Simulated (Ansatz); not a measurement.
# CdF2 (Fm-3m) in Ansatz: further runs

One crystal, CdF2, is run at these levels: PBEsol; tasks: single point, equation of state.

Program: Ansatz 0.2.0. These are calculated values, not measurements. Logs are shortened: lines on timing, memory, paths and dates and some standing lists are left out, and cuts for length are marked.

## Step 1: Starting point

The structure is cubic, space group Fm-3m (No. 225). The conventional cell has a = 5.388 Å, b = 5.388 Å, c = 5.388 Å, α = 90.00°, β = 90.00°, γ = 90.00°. Cd (site symmetry m-3m) is surrounded by 8 F at 2.33 Å. Around F (site symmetry -43m) lie 4 Cd at 2.33 Å.

## Step 2: Single point, PBEsol, 12.25 Å³/atom (volume scaled by 0.94)

File input.yaml:

```yaml
crystal:
  lattice:
    - [0.0, 2.6390049769, 2.6390049769]
    - [2.6390049769, 0.0, 2.6390049769]
    - [2.6390049769, 2.6390049769, 0.0]
  atoms:
    - { symbol: Cd, position: [0.0, 0.0, 0.0] }
    - { symbol: F, position: [0.75, 0.75, 0.75] }
    - { symbol: F, position: [0.25, 0.25, 0.25] }
kpoints:
  mp_grid: { grid: [9, 9, 9] }
scf:
  occupations: { method: fermi_dirac, width: 0.05 }
hamiltonian:
  xc: pbesol
  pseudopotentials: { kind: all_electron, lapw: { basis_error: 0.002 } }
output:
  forces: true
  stress: true
  eigenvalues: true
```

Potentials or basis: all-electron LAPW, scalar-relativistic.

Launch:

```sh
$ ansatz run input.yaml --threads 2 --pin off --max-ram 6144MiB --backend cpu --events-out ev --progress --plain --runs-dir out
```

Standard output:

```text
Warning: RAYON_NUM_THREADS=2 ignored (pool sized by the plan → 2); use --threads N
LAPW: plane waves up to 8.967 Å⁻¹, error target 2.0e-3 eV per atom; small_component_spin mean_spin; F in spheres of 1.025 Å, 7 of its electrons in bands, Dirac shells []; Cd in spheres of 1.261 Å, 30 of its electrons in bands, Dirac shells [] (how accurate: hamiltonian.pseudopotentials.lapw.basis_error, Limitations)
Engine: ansatz 0.2.0, aarch64-unknown-linux-gnu
Pseudopotentials: kind: all_electron
Pseudopotential: Cd, LAPW, valence charge 30, lapw/all_electron/scalar/gaussian/Cd, Koelling and Harmon's equation, gaussian nucleus
Pseudopotential: F, LAPW, valence charge 7, lapw/all_electron/scalar/gaussian/F, Koelling and Harmon's equation, gaussian nucleus
Functional definition: PBEsol
  exchange = pbesol_x
  correlation = pbesol_c
Crystal: 3 atoms, lattice volume = 36.758 Å³
Basis set: ecut = 306.33307267636064 eV, 459 PW (Γ), exchange–correlation at level 2
Bands: 27, of which v1, the nominal top of the filled ones, is band 22 counted from 1 (21 counted from 0)
Symmetry: 48 space group operations
Space group: Fm-3m (ITA 225), of the structure as read, at distance tolerance 3.3e-5 Å
k-points: 35 of 729
Non-local potential: Cd, projectors of the file, none
Non-local potential: F, projectors of the file, none
Initial density: superposition of atomic densities (chi_scale 0.1, normalization cell, long waves kept (reshape's long-wave potential 0.00 eV rms))
Initial wavefunctions: plane waves of lowest kinetic energy (no species holds an atomic orbital)
Functional: x = pbesol(κ = 0.804, μ = 0.12345679012345678), c = pbesol(β = 0.046)
iter 1 solved again at ethr=4.22e-3 eV; its pass at ethr=1.00e-1 eV (dr2=1.86e0 eV) is discarded
SCF iter   1: F=—  HF=-157589.117000 eV  |F-HF|=—  |Δ(HF+E_count)|=         —  Δρ=6.45e-2  dr2=1.85e0  ethr=4.22e-3  ⟨swp⟩=2.0  Hψ=5906  notcnv=0
preconditioner: auto → none  [insulator: Δε(μ)=4.054 eV  Ē_g=18.475 eV  σ=0.050 eV  W_gap=1.00  n_scr=14 (ndim 8)  ℏωp=31.2 eV  f_vac=0.122  D(μ)=0.00/eV (n_scr^D=0)  ε∞_Penn≈3.9]
iter 2 solved again at ethr=3.80e-5 eV; its pass at ethr=4.22e-3 eV (dr2=1.67e-2 eV) is discarded
SCF iter   2: F=—  HF=-157587.987031 eV  |F-HF|=—  |Δ(HF+E_count)|=    1.13e0  Δρ=1.01e-2  dr2=1.67e-2  ethr=3.80e-5  ⟨swp⟩=2.0  Hψ=4831  notcnv=0
SCF iter   3: F=—  HF=-157587.689891 eV  |F-HF|=—  |Δ(HF+E_count)|=   2.97e-1  Δρ=1.12e-2  dr2=5.99e-2  ethr=3.79e-5  ⟨swp⟩=3.0  Hψ=3292  notcnv=0
SCF iter   4: F=—  HF=-157587.679975 eV  |F-HF|=—  |Δ(HF+E_count)|=   9.92e-3  Δρ=9.00e-4  dr2=2.65e-4  ethr=3.79e-5  ⟨swp⟩=2.0  Hψ=2870  notcnv=0
SCF iter   5: F=—  HF=-157587.678791 eV  |F-HF|=—  |Δ(HF+E_count)|=   1.18e-3  Δρ=3.29e-4  dr2=4.00e-5  ethr=6.03e-7  ⟨swp⟩=2.5  Hψ=2713  notcnv=0
SCF iter   6: F=—  HF=-157587.678775 eV  |F-HF|=—  |Δ(HF+E_count)|=   1.55e-5  Δρ=2.61e-4  dr2=3.10e-5  ethr=9.10e-8  ⟨swp⟩=3.0  Hψ=2935  notcnv=0
SCF iter   7: F=—  HF=-157587.678752 eV  |F-HF|=—  |Δ(HF+E_count)|=   2.29e-5  Δρ=6.39e-5  dr2=1.87e-6  ethr=7.05e-8  ⟨swp⟩=2.0  Hψ=2695  notcnv=0
SCF iter   8: F=-157587.678751 eV  HF=-157587.678751 eV  |F-HF|=3.72e-8  |Δ(HF+E_count)|=   7.13e-7  Δρ=8.21e-6  dr2=3.08e-8  ethr=4.24e-9  ⟨swp⟩=2.0  Hψ=2695  notcnv=0
SCF 1 converged in 8 iterations: F = -157587.678751 eV  dr2 = 3.08e-8
SCF converged after 8 iterations
Free energy (F): -157587.678751 eV
Harris-Foulkes:  -157587.678751 eV  (|F-HF|=3.72e-8)
Internal energy: -157587.678751 eV  (E = F + TS)
E sigma→0 (E₀):  -157587.678751 eV
Fermi energy:    9.646518 eV
--- Per-component energies (eV) ---
  E_band       = -4204.997365
  E_kinetic    = 164809.387715
  E_xc         = -4690.213483
  E_electrostatic = -317706.852984  (all electrons and nuclei)
  E_smearing   = -0.000000  (= −TS)
  E_closure    = 0.000000  (closes the sum)
  E_atoms      = -157576.103138  (free atoms, spherical and without spin; not in F)
  Σ components = -157587.678751   (vs F -157587.678751, Δ=0.00e0)
  Basis errors (estimates in eV, not in F): energy 8.1e-4 per atom: plane waves 7.6e-4 (4.3e-4 summed), levels above the bands 2.4e-145, relativity 2.5e-7, radial functions 5.1e-5, core shells 2.1e-7; eigenvalues (radial functions only) 1.5e-5; not estimated: angular momenta, meshes, grids; target (lapw.basis_error) 2.0e-3; muffin-tin radii F 1.025 Å, Cd 1.261 Å
--- Forces (eV/Å), atoms counted from 1 ---
  atom   1  Cd    -0.00000000     0.00000000    -0.00000000
  atom   2  F      0.00000000     0.00000000    -0.00000000
  atom   3  F      0.00000000     0.00000000     0.00000000
  max |Σ_I F_I| component: 1.85e-17 eV/Å
--- Stress (GPa, compression-positive) ---
        7.483894       0.000000      -0.000000
        0.000000       7.483894       0.000000
       -0.000000       0.000000       7.483894
  P = ⅓ Tr σ = 7.4839 GPa (74.839 kbar)
--- Band table (eV; the first three rows and the last of 35) ---
  k-point 0: bands = ["-377.5430", "-377.5430", "-377.5323", "-377.5323", "-377.5323", "-90.1751", "-51.3183", "-51.3183", "-51.3183", "-13.0994", "-11.7831", "2.1202", "2.1202", "2.1202", "3.6607", "3.6607", "6.8130", "6.8130", "6.8130", "7.5799", "7.5799", "7.5799", "11.1275", "20.7602", "20.7602", "20.7602", "25.9397"]
  k-point 1: bands = ["-377.5430", "-377.5430", "-377.5323", "-377.5323", "-377.5323", "-90.1751", "-51.3187", "-51.3183", "-51.3183", "-13.0522", "-11.8256", "2.1758", "2.1758", "2.2747", "3.6390", "3.6390", "6.4084", "6.7402", "6.7402", "7.4646", "7.5712", "7.5712", "11.6218", "20.1653", "20.9676", "20.9676", "26.8271"]
  k-point 2: bands = ["-377.5430", "-377.5430", "-377.5323", "-377.5323", "-377.5323", "-90.1750", "-51.3198", "-51.3185", "-51.3185", "-12.9213", "-11.9425", "2.3142", "2.3142", "2.7040", "3.6085", "3.6085", "5.6952", "6.5074", "6.5074", "6.9814", "7.5766", "7.5766", "12.7849", "19.1149", "21.5263", "21.5263", "27.1798"]
  k-point 34: bands = ["-377.5430", "-377.5430", "-377.5323", "-377.5323", "-377.5323", "-90.1749", "-51.3210", "-51.3206", "-51.3196", "-12.4251", "-12.3466", "2.7071", "3.1403", "3.2204", "3.4977", "3.5933", "4.3351", "5.2964", "6.0177", "6.5574", "7.2578", "7.9557", "16.3676", "18.8715", "20.3282", "20.3883", "24.4915"]
```

It took 6.7 s on 2 threads of Arm Neoverse V1, shared host; peak memory 0.34 GiB.

What came out:

* Free energy: -157587.6788 eV
* Pressure: 7.5 GPa
* Band gap on the k mesh: 3.17 eV, indirect (least direct gap 3.55 eV)

Caveat: an odd mesh through Γ misses points on the zone boundary, where band edges often lie.

## Step 3: Single point, PBEsol, 12.51 Å³/atom (volume scaled by 0.96)

Changes to input.yaml since step 2:

```diff
@@ -2,5 +2,5 @@
   lattice:
-    - [0.0, 2.6390049769, 2.6390049769]
-    - [2.6390049769, 0.0, 2.6390049769]
-    - [2.6390049769, 2.6390049769, 0.0]
+    - [0.0, 2.6575901313, 2.6575901313]
+    - [2.6575901313, 0.0, 2.6575901313]
+    - [2.6575901313, 2.6575901313, 0.0]
   atoms:
```

Potentials or basis: all-electron LAPW, scalar-relativistic.

Launch:

```sh
$ ansatz run input.yaml --threads 2 --pin off --max-ram 6144MiB --backend cpu --events-out ev --progress --plain --runs-dir out
```

Run time: 6.6 s. Hardware: 2 threads of Arm Neoverse V1, shared host; peak memory 0.33 GiB.

The run converged. Its results:

```yaml
Free_energy: -157587.7081 eV
Pressure: 4.6 GPa
Band_gap_on_the_k_mesh: 3.10 eV, indirect (least direct gap 3.51 eV)
```

Caveat: an odd mesh through Γ misses points on the zone boundary, where band edges often lie.

## Step 4: Single point, PBEsol, 12.77 Å³/atom (volume scaled by 0.98)

Changes to input.yaml since step 3:

```diff
@@ -2,5 +2,5 @@
   lattice:
-    - [0.0, 2.6575901313, 2.6575901313]
-    - [2.6575901313, 0.0, 2.6575901313]
-    - [2.6575901313, 2.6575901313, 0.0]
+    - [0.0, 2.6759189183, 2.6759189183]
+    - [2.6759189183, 0.0, 2.6759189183]
+    - [2.6759189183, 2.6759189183, 0.0]
   atoms:
```

Launch:

```sh
$ ansatz run input.yaml --threads 2 --pin off --max-ram 6144MiB --backend cpu --events-out ev --progress --plain --runs-dir out
```

Run time: 6.7 s. Hardware: 2 threads of Arm Neoverse V1, shared host; peak memory 0.33 GiB.

The run converged. Its results:

```yaml
Free_energy: -157587.7242 eV
Pressure: 2.0 GPa
Band_gap_on_the_k_mesh: 3.03 eV, indirect (least direct gap 3.46 eV)
```

Caveat: an odd mesh through Γ misses points on the zone boundary, where band edges often lie.

## Step 5: Single point, PBEsol, 13.03 Å³/atom

Changes to input.yaml since step 4:

```diff
@@ -2,5 +2,5 @@
   lattice:
-    - [0.0, 2.6759189183, 2.6759189183]
-    - [2.6759189183, 0.0, 2.6759189183]
-    - [2.6759189183, 2.6759189183, 0.0]
+    - [0.0, 2.694, 2.694]
+    - [2.694, 0.0, 2.694]
+    - [2.694, 2.694, 0.0]
   atoms:
```

Launch:

```sh
$ ansatz run input.yaml --threads 2 --pin off --max-ram 6144MiB --backend cpu --events-out ev --progress --plain --runs-dir out
```

It took 6.6 s on 2 threads of Arm Neoverse V1, shared host; peak memory 0.34 GiB.

The run converged. Its results:

```
Free energy            : -157587.7284 eV
Pressure               : -0.2 GPa
Band gap on the k mesh : 2.96 eV, indirect (least direct gap 3.42 eV)
```

Caveat: an odd mesh through Γ misses points on the zone boundary, where band edges often lie.

## Step 6: Single point, PBEsol, 13.30 Å³/atom (volume scaled by 1.02)

Changes to input.yaml since step 5:

```diff
@@ -2,5 +2,5 @@
   lattice:
-    - [0.0, 2.694, 2.694]
-    - [2.694, 0.0, 2.694]
-    - [2.694, 2.694, 0.0]
+    - [0.0, 2.7118415796, 2.7118415796]
+    - [2.7118415796, 0.0, 2.7118415796]
+    - [2.7118415796, 2.7118415796, 0.0]
   atoms:
```

Potentials or basis: all-electron LAPW, scalar-relativistic.

Launch:

```sh
$ ansatz run input.yaml --threads 2 --pin off --max-ram 6144MiB --backend cpu --events-out ev --progress --plain --runs-dir out
```

Wall time 6.6 s (2 threads of Arm Neoverse V1, shared host); peak memory 0.34 GiB.

It converged, with:

```
Free energy            : -157587.7222 eV
Pressure               : -2.3 GPa
Band gap on the k mesh : 2.89 eV, indirect (least direct gap 3.38 eV)
```

Caveat: an odd mesh through Γ misses points on the zone boundary, where band edges often lie.

## Step 7: Single point, PBEsol, 13.56 Å³/atom (volume scaled by 1.04)

Changes to input.yaml since step 6:

```diff
@@ -2,5 +2,5 @@
   lattice:
-    - [0.0, 2.7118415796, 2.7118415796]
-    - [2.7118415796, 0.0, 2.7118415796]
-    - [2.7118415796, 2.7118415796, 0.0]
+    - [0.0, 2.7294514339, 2.7294514339]
+    - [2.7294514339, 0.0, 2.7294514339]
+    - [2.7294514339, 2.7294514339, 0.0]
   atoms:
```

Launch:

```sh
$ ansatz run input.yaml --threads 2 --pin off --max-ram 6144MiB --backend cpu --events-out ev --progress --plain --runs-dir out
```

It took 5.7 s on 2 threads of Arm Neoverse V1, shared host; peak memory 0.32 GiB.

Results (log left out):

| Property | Result |
| --- | --- |
| Free energy | -157587.7066 eV |
| Pressure | -4.1 GPa |
| Band gap on the k mesh | 2.82 eV, indirect (least direct gap 3.33 eV) |

Caveat: an odd mesh through Γ misses points on the zone boundary, where band edges often lie.

## Step 8: Single point, PBEsol, 13.82 Å³/atom (volume scaled by 1.06)

Changes to input.yaml since step 7:

```diff
@@ -2,5 +2,5 @@
   lattice:
-    - [0.0, 2.7294514339, 2.7294514339]
-    - [2.7294514339, 0.0, 2.7294514339]
-    - [2.7294514339, 2.7294514339, 0.0]
+    - [0.0, 2.7468369436, 2.7468369436]
+    - [2.7468369436, 0.0, 2.7468369436]
+    - [2.7468369436, 2.7468369436, 0.0]
   atoms:
```

Launch:

```sh
$ ansatz run input.yaml --threads 2 --pin off --max-ram 6144MiB --backend cpu --events-out ev --progress --plain --runs-dir out
```

Run time: 5.7 s. Hardware: 2 threads of Arm Neoverse V1, shared host; peak memory 0.32 GiB.

The run converged. Its results:

* Free energy: -157587.6828 eV
* Pressure: -5.7 GPa
* Band gap on the k mesh: 2.76 eV, indirect (least direct gap 3.29 eV)

Caveat: an odd mesh through Γ misses points on the zone boundary, where band edges often lie.

## Step 9: Equation of state, PBEsol

Potentials or basis: all-electron LAPW, scalar-relativistic.

This step only gathers the single runs of the series.

What came out:

```yaml
Equilibrium_volume: 13.01 Å³/atom
Bulk_modulus: 109 GPa
Pressure_derivative_of_the_bulk_modulus: 4.9
```

Energy against volume, from the lowest point:
```
volume (Å³/atom)  energy (meV/atom)
          12.253              16.56
          12.513               6.78
          12.774               1.42
          13.035               0.00
          13.295               2.08
          13.556               7.27
          13.817              15.22
```
